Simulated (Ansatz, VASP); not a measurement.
**Two plane-wave programs on PbO**

POSCAR

```
PbO
1.0
    0.0000000000      2.8698657333      2.7987768025
    2.8698657333      0.0000000000      2.7987768025
    2.8698657333      2.8698657333      0.0000000000
Pb O
1 1
Direct
    0.0000000000      0.0000000000      0.0000000000
    0.2500000000      0.2500000000      0.2500000000
```

Contents of INCAR.step1:

```
SYSTEM = PbO
PREC = Accurate
ENCUT = 520
ISMEAR = 0
SIGMA = 0.01
LREAL = .FALSE.
LASPH = .TRUE.
NELM = 100
NBANDS = 17
GGA = PE
ALGO = Normal
EDIFF = 1E-4
LWAVE = .TRUE.
LCHARG = .FALSE.
```

Contents of INCAR.step2:

```
SYSTEM = PbO
PREC = Accurate
ENCUT = 520
EDIFF = 1E-6
ISMEAR = 0
SIGMA = 0.01
LREAL = .FALSE.
LASPH = .TRUE.
NELM = 100
ALGO = Normal
ISIF = 2
LWAVE = .FALSE.
LCHARG = .FALSE.
METAGGA = R2SCAN
LMIXTAU = .TRUE.
NBANDS = 17
ISTART = 1
```

The input KPOINTS:

```
regular mesh
0
G
  8 8 8
  0 0 0
```

Input for Ansatz:

```yaml
crystal:
  lattice:
    - [0.0, 2.8698657333, 2.7987768025]
    - [2.8698657333, 0.0, 2.7987768025]
    - [2.8698657333, 2.8698657333, 0.0]
  atoms:
    - { symbol: Pb, position: [0.0, 0.0, 0.0] }
    - { symbol: O, position: [0.25, 0.25, 0.25] }
kpoints:
  mp_grid: { grid: [8, 8, 8] }
  band_path:
    path:
      - [0.0, 0.0, 0.0]
      - [-0.5, -0.5, 0.0]
      - [-0.375, -0.375, 0.25]
      - [-0.375, 0.0, 0.375]
      - [0.0, 0.0, 0.5]
      - [-0.5, -0.25, 0.25]
    npoints: 1
hamiltonian:
  xc: r2scan
scf:
  occupations: { method: fixed }
  n_extra_bands: 4
output:
  forces: true
  stress: true
  eigenvalues: true
```

Change from the starting cell: biaxial_xy strain +2.5%.

Alike in both runs: task single point; functional r2SCAN; k mesh 8 × 8 × 8; no spin polarisation.

```csv
,VASP,Ansatz
version,VASP 6.6.1,Ansatz 0.2.0
potentials or method,"VASP PAW PBE potentials, release 64 (Pb_d, O)","plane waves, PAW"
plane-wave cutoff (eV),520,500
occupations,"gaussian, width 0.01 eV",fixed
valence electrons in the cell,20,20
```

|  | VASP | Ansatz | Ansatz less VASP |
| --- | --- | --- | --- |
| gap on the k mesh at the Fermi level (eV) | 0.71 | 0.72 | +0.009 |
| pressure (GPa) | -3.0 | -3.2 | -0.20 |
| largest component of the traceless stress (GPa) | 0.19 | 0.20 | +0.010 |

Caveats: the PAW data sets were made with another functional, which shifts forces and pressure a little (VASP); spin-orbit coupling is left out, which as a rule narrows the gap of such compounds by several tenths of an eV. A k mesh can miss the band edges.
